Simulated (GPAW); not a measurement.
# TiB2 (P6/mmm) in GPAW: equation of state

How stiff is TiB2 in PBEsol, and what volume does it want? The cell is scaled to several volumes.

All numbers are computed with GPAW 26.7.0; they aren't measurements. Logs are shortened: lines on timing, memory, paths and dates and some standing lists are left out, and cuts for length are marked. The log counts tension as positive stress, the text compression.

## 1. The crystal as given

The structure is hexagonal, space group P6/mmm (No. 191). Conventional cell: a = 3.029 Å, b = 3.029 Å, c = 3.228 Å, α = 90.00°, β = 90.00°, γ = 120.00°. Ti (site symmetry 6/mmm) has 12 B at 2.38 Å as nearest neighbours. Around B (site symmetry -6m2) lie 3 B at 1.75 Å.

## 2. Equation of state, PBEsol

The input, run.py:

```python
from ase import Atoms
from ase.eos import EquationOfState
from ase.io import Trajectory
from ase.units import GPa
from gpaw import GPAW, PW, setup_paths

setup_paths.insert(0, '.')

atoms = Atoms(['Ti', 'B', 'B'],
              cell=[[3.0292, 0.0, 0.0],
                    [-1.5146, 2.6233641531, 0.0],
                    [0.0, 0.0, 3.2284]],
              scaled_positions=[[0.0, 0.0, 0.0],
                                [0.6666666667, 0.3333333333, 0.5],
                                [0.3333333333, 0.6666666667, 0.5]],
              pbc=True)

traj = Trajectory('eos.traj', 'w')
volumes, energies = [], []
for x in [0.94, 0.96, 0.98, 1.0, 1.02, 1.04, 1.06]:
    a = atoms.copy()
    a.set_cell(atoms.cell * x**(1 / 3), scale_atoms=True)
    calc = GPAW(mode=PW(800),
                xc='PBEsol',
                kpts={'size': (10, 10, 8), 'gamma': True},
                occupations={'name': 'fermi-dirac', 'width': 0.05},
                nbands=20,
                convergence={'density': 1e-05, 'energy': 1e-05},
                maxiter=150,
                txt=f'eos-{x:.2f}.txt')
    a.calc = calc
    energies.append(a.get_potential_energy(force_consistent=True))
    volumes.append(a.get_volume())
    p = -a.get_stress()[:3].mean() / GPa
    calc.write(f'eos-{x:.2f}.gpw')
    traj.write(a)
    print(f'{x:.2f} {volumes[-1]:10.4f} A^3 {energies[-1]:14.6f} eV {p:9.3f} GPa', flush=True)

v0, e0, B = EquationOfState(volumes, energies, eos='birchmurnaghan').fit()
print(f'V0 = {v0:.4f} A^3, E0 = {e0:.6f} eV, B0 = {B / GPa:.2f} GPa')
```

Potentials or basis: PAW data sets generated in the run's folder for this functional, pw.

Command:

```
> gpaw-setup -f PBEsol B Ti
> OMP_NUM_THREADS=1 python run.py
```

Log:

```text
__  _  _
 | _ |_)|_||  |
 |__||  | ||/\| - 26.7.0

Input parameters:
  mode=PW(ecut=800.0),
  convergence={'density': 1e-05, 'energy': 1e-05},
  kpts=MonkhorstPack(size=(10, 10, 8), gamma=True),
  maxiter=150,
  nbands=20,
  occupations=Occupations(name='fermi-dirac', width=0.05),
  xc=XC(name='PBEsol')

Diagonalizing LCAO Hamiltonian
Converting LCAO to pw mode

        B
           B

       Ti

Atoms  # Å, Bohr magnetons
|   | symbol |         x |        y |        z |    initial magnetic moments |
|---|--------|-----------|----------|----------|-----------------------------|
| 0 |     Ti |  0.000000 | 0.000000 | 0.000000 | ( 0.0000,  0.0000,  0.0000) |
| 1 |      B |  1.494130 | 0.862636 | 1.592384 | ( 0.0000,  0.0000,  0.0000) |
| 2 |      B | -0.000000 | 1.725273 | 1.592384 | ( 0.0000,  0.0000,  0.0000) |

Unit cell  # Å
| periodic |         x |        y |        z |  lengths |     angles |
|----------|-----------|----------|----------|----------|------------|
|      yes |  2.988260 | 0.000000 | 0.000000 | 2.988260 |  90.000000 |
|      yes | -1.494130 | 2.587909 | 0.000000 | 2.988260 |  90.000000 |
|      yes |  0.000000 | 0.000000 | 3.184768 | 3.184768 | 120.000000 |

Number of symmetries: 24
Symmetry operations  # r_c * U_cc + t_c -> r_c
|    | kind |            matrix            |
|----|------|------------------------------|
|  0 |  σ   |  1, 1, 0,  0,-1, 0,  0, 0, 1 |
|  1 |  C2  |  1, 1, 0,  0,-1, 0,  0, 0,-1 |
|  2 |  C6  |  1, 1, 0, -1, 0, 0,  0, 0, 1 |
|  3 |  S6  |  1, 1, 0, -1, 0, 0,  0, 0,-1 |
|  4 |  E   |  1, 0, 0,  0, 1, 0,  0, 0, 1 |
|  5 |  σ   |  1, 0, 0,  0, 1, 0,  0, 0,-1 |
|  6 |  σ   |  1, 0, 0, -1,-1, 0,  0, 0, 1 |
|  7 |  C2  |  1, 0, 0, -1,-1, 0,  0, 0,-1 |
|  8 |  σ   |  0, 1, 0,  1, 0, 0,  0, 0, 1 |
|  9 |  C2  |  0, 1, 0,  1, 0, 0,  0, 0,-1 |
| 10 |  C3  |  0, 1, 0, -1,-1, 0,  0, 0, 1 |
| 11 |  S3  |  0, 1, 0, -1,-1, 0,  0, 0,-1 |
| 12 |  C6  |  0,-1, 0,  1, 1, 0,  0, 0, 1 |
| 13 |  S6  |  0,-1, 0,  1, 1, 0,  0, 0,-1 |
| 14 |  σ   |  0,-1, 0, -1, 0, 0,  0, 0, 1 |
| 15 |  C2  |  0,-1, 0, -1, 0, 0,  0, 0,-1 |
| 16 |  σ   | -1, 0, 0,  1, 1, 0,  0, 0, 1 |
| 17 |  C2  | -1, 0, 0,  1, 1, 0,  0, 0,-1 |
| 18 |  C2  | -1, 0, 0,  0,-1, 0,  0, 0, 1 |
| 19 |  i   | -1, 0, 0,  0,-1, 0,  0, 0,-1 |
| 20 |  C3  | -1,-1, 0,  1, 0, 0,  0, 0, 1 |
| 21 |  S3  | -1,-1, 0,  1, 0, 0,  0, 0,-1 |
| 22 |  σ   | -1,-1, 0,  0, 1, 0,  0, 0, 1 |
| 23 |  C2  | -1,-1, 0,  0, 1, 0,  0, 0,-1 |

BZ-sampling:
  Number of BZ points: 800
  Number of IBZ points: 70

  Monkhorst-Pack size: [10, 10, 8]
  Monkhorst-Pack shift: [0.05, 0.05, 0.0625]

K-points  # in reciprocal-cell coordinates
|     |                                coordinates |     weight |
|-----|--------------------------------------------|------------|
|   0 | (  0.00000000,   0.00000000,   0.00000000) | 0.00125000 |
|   1 | (  0.00000000,   0.00000000,   0.12500000) | 0.00250000 |
|   2 | (  0.00000000,   0.00000000,   0.25000000) | 0.00250000 |
|   3 | (  0.00000000,   0.00000000,   0.37500000) | 0.00250000 |
|   4 | (  0.00000000,   0.00000000,   0.50000000) | 0.00125000 |
|   5 | (  0.10000000,   0.00000000,   0.00000000) | 0.00750000 |
|   6 | (  0.10000000,   0.00000000,   0.12500000) | 0.01500000 |
|   7 | (  0.10000000,   0.00000000,   0.25000000) | 0.01500000 |
|   8 | (  0.10000000,   0.00000000,   0.37500000) | 0.01500000 |
|   9 | (  0.10000000,   0.00000000,   0.50000000) | 0.00750000 |
| ... |                                            |            |
|  69 | (  0.50000000,   0.50000000,   0.50000000) | 0.00375000 |

Plane wave coefficients: 1284
Cutoff: 800.0 eV

Spin-components: 1 (collinear spins)
Bands:           20
Projectors:      16
Spin-degeneracy: 2
Datatype:        complex128

Parallelization:
  kpt:    1
  domain: 1
  band:   1

Density:
  Valence electrons: 18.0
  Components: 1
  Grid points: [20 20 21]
  Charge: 0.0  # |e|

Potential:
  Grid points: [20 20 21]

species:
  Ti:
    name:    Titanium
    Z:       22.0
    valence: 12
    core:    10
    charge:  0.0  # [|e|]
    compensation charges:
      type: gauss
      rc: 0.38  # [Å]
      lmax: 2
    cutoffs:
      filter: 2.23  # [Å]
      core: 1.02  # [Å]
    projectors
    | kind |    occ | energy [eV] | rcut [Å] |
    |------|--------|-------------|----------|
    |   3s |  2.000 |     -62.441 |    1.270 |
    |   4s |  2.000 |      -4.477 |    1.270 |
    |   3p |  6.000 |     -38.776 |    1.058 |
    |   4p |  0.000 |      -1.449 |    1.058 |
    |   3d |  2.000 |      -4.275 |    1.058 |
    |    d |        |      22.937 |    1.058 |

    Using partial waves for Ti as LCAO basis

  B:
    name:    Boron
    Z:       5.0
    valence: 3
    core:    2
    charge:  0.0  # [|e|]
    compensation charges:
      type: gauss
      rc: 0.20  # [Å]
      lmax: 2
    cutoffs:
      filter: 1.14  # [Å]
      core: 1.42  # [Å]
    projectors
    | kind |    occ | energy [eV] | rcut [Å] |
    |------|--------|-------------|----------|
    |   2s |  2.000 |      -9.361 |    0.635 |
    |   2p |  1.000 |      -3.555 |    0.635 |
    |    s |        |      17.850 |    0.635 |
    |    p |        |      23.657 |    0.635 |
    |    d |        |       0.000 |    0.635 |

    Using partial waves for B as LCAO basis

Reference energy: -24529.462339  # eV

eigensolver:
  PPCG
  Converge bands: occupied
  niter=2

density mixing:
  MSR1-Mixer
  Pratt-step length: 0.05
  Maximum mixing coefficient: 0.75
  Old densities: 10
  SVD Regularization: 0.005
  Good broyden scale: 1.0
  Trust region scale: 1.0
  Backstep threshold: 4.0
  History deletion threshold: 6.0
  Fourier metric: weight=20.0, sigma=0.015

occupation numbers:
  Fermi-Dirac:
    width: 0.0500  # eV

poisson solver:
  ecut: 6400.0  # eV

xc functional:
  name: PBEsol with 2 nearest neighbor stencil

convergence criteria:
- Maximum integral of absolute [dens]ity change: 1e-05 electrons / valence electron
- Maximum [total energy] change in last 3 cyles: 1e-05 eV / valence electron
- Maximum integral of absolute [eigenst]ate change: 4e-08 eV^2 / valence electron
maximum number of iterations: 150

SCF iterations
|iter     | |      energy | eigst |  dens |
|---------|-|-------------|-------|-------|
|iter:   1| |  -26.564138 | +0.25 |       |
|iter:   2| |  -25.996512 | -2.38 | -0.93 |
|iter:   3| |  -24.740593 | -1.19 | -1.00 |
|iter:   4| |  -24.719833 | -2.54 | -1.72 |
|iter:   5| |  -24.728290 | -3.21 | -2.04 |
|iter:   6| |  -24.728336 | -4.05 | -2.56 |
|iter:   7| |  -24.728330c| -5.42 | -3.19 |
|iter:   8| |  -24.728331c| -7.33 | -4.19 |
|iter:   9| |  -24.728331c| -8.42c| -4.71 |
|iter:  10| |  -24.728331c| -8.53c| -5.37c|

Converged in 10 steps
Energy contributions relative to reference atoms: (reference = -24529.462339)

Energy contributions:
  Kinetic:          25.964165
  Coulomb:         -22.738865
  Zero:              0.048854
  External:          0.000000
  Xc:              -27.999398
  Entropy:          -0.006174
  Spinorbit:         0.000000
  ----------------------------
  Free energy:     -24.731418
  Extrapolated:    -24.728331

dipole moment: (-4.767865, -8.258184, -10.162799)  # |e|*Ang

Fermi level: 11.827
Eigenvalues  # (at kpt = [0.000, 0.000, 0.000])
| band index |      eig [eV] | occ [0-2] |
|------------|---------------|-----------|
|          0 |       -44.674 |     2.000 |
|          1 |       -21.161 |     2.000 |
|          2 |       -20.818 |     2.000 |
|          3 |       -20.818 |     2.000 |
|          4 |        -1.798 |     2.000 |
|          5 |         9.208 |     2.000 |
|          6 |         9.208 |     2.000 |
|          7 |         9.567 |     2.000 |
|          8 |         9.648 |     2.000 |
|          9 |        13.927 |     0.000 |
|         10 |        13.927 |     0.000 |
|         11 |        15.774 |     0.000 |
|         12 |        15.774 |     0.000 |
|         13 |        17.837 |     0.000 |
|         14 |        17.837 |     0.000 |
|         15 |        19.212 |     0.000 |
|         16 |        21.533 |     0.000 |
|        ... |               |           |
|         19 |        36.722 |     0.000 |

No gap
No difference between direct/indirect transitions

Stress tensor  # eV/Ang^3
|         x |         y |         z |
|-----------|-----------|-----------|
| -0.049113 |  0.000000 |  0.000000 |
|  0.000000 | -0.049113 |  0.000000 |
|  0.000000 |  0.000000 | -0.023435 |

# Writing to eos-0.96.gpw (mode='')
```

It took 8 min on 1 thread of Intel Xeon at 2.50GHz (Skylake/Cascade Lake), shared host; peak memory 0.4 GiB.

Results:

* Equilibrium volume: 8.42 Å³/atom
* Bulk modulus at fixed shape and positions: 266 GPa
* Pressure derivative of the bulk modulus: 3.9

Energy against volume, from the lowest point:
```
volume (Å³/atom)  energy (meV/atom)
           8.039              15.24
           8.210               4.36
           8.381               0.00
           8.552               1.58
           8.723               8.48
           8.894              20.25
           9.065              36.42
```

Caveat: the cell was scaled at fixed shape and fractional positions, which overstates the stiffness of a crystal with free parameters, most of all of layers and chains.
